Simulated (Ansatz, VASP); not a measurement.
# ZnS: VASP beside Ansatz

The input INCAR:

```
ALGO = Normal ; EDIFF = 1E-7
ENCUT = 520 ; GGA = PE
ISIF = 2 ; ISMEAR = -1
LASPH = True ; LCHARG = True
LELF = True ; LREAL = False
LVHAR = True ; LWAVE = False
NBANDS = 16 ; NELM = 60
PREC = Accurate ; SIGMA = 0.02
```

File KPOINTS:

```
k-points
0
Gamma
  8 8 8
```

The input POSCAR:

```
ZnS
1.0
   -0.0651968772      2.6940858343      2.6940858343
    2.6940858343     -0.0651968772      2.6940858343
    2.6288889571      2.6288889571      0.0000000000
Zn S
1 1
Direct
   -0.0043065566     -0.0043065566      0.0043065566
    0.2543065566      0.2543065566      0.2456934434
```

Input for Ansatz:

```yaml
crystal:
  lattice:
    - [-0.0651968772, 2.6940858343, 2.6940858343]
    - [2.6940858343, -0.0651968772, 2.6940858343]
    - [2.6288889571, 2.6288889571, 0.0]
  atoms:
    - { symbol: Zn, position: [-0.0043065566, -0.0043065566, 0.0043065566] }
    - { symbol: S, position: [0.2543065566, 0.2543065566, 0.2456934434] }
kpoints:
  mp_grid: { grid: [8, 8, 8] }
  band_path:
    path:
      - [0.0, 0.0, 0.0]
      - [-0.5, -0.5, 0.0]
      - [-0.375, -0.375, 0.25]
      - [-0.375, 0.0, 0.375]
      - [0.0, 0.0, 0.5]
      - [-0.5, -0.25, 0.25]
    npoints: 1
hamiltonian:
  xc: pbe
scf:
  occupations: { method: fermi_dirac, width: 0.02 }
  n_extra_bands: 4
output:
  forces: true
  stress: true
  eigenvalues: true
```

Change from the starting cell: shear_xy strain -4.8%.

Alike in both runs: task single point; functional PBE; k mesh 8 × 8 × 8; occupations fermi-dirac, width 0.02 eV; no spin polarisation.

```csv
,VASP,Ansatz
version,VASP 6.6.1,Ansatz 0.2.0
potentials or method,"VASP PAW PBE potentials, release 64 (Zn, S)","plane waves, PAW"
plane-wave cutoff (eV),520,420
valence electrons in the cell,18,18
```

|  | VASP | Ansatz | Ansatz less VASP |
| --- | --- | --- | --- |
| gap on the k mesh at the Fermi level (eV) | 1.99 | 1.98 | -0.005 |
| pressure (GPa) | 2.5 | 2.3 | -0.17 |
| largest component of the traceless stress (GPa) | 2.33 | 2.32 | -0.003 |
| rms of the force components (eV/Å) | 0.009 | 0.007 | -0.0012 |

Atom by atom the forces differ by 0.001 eV/Å (rms over components).
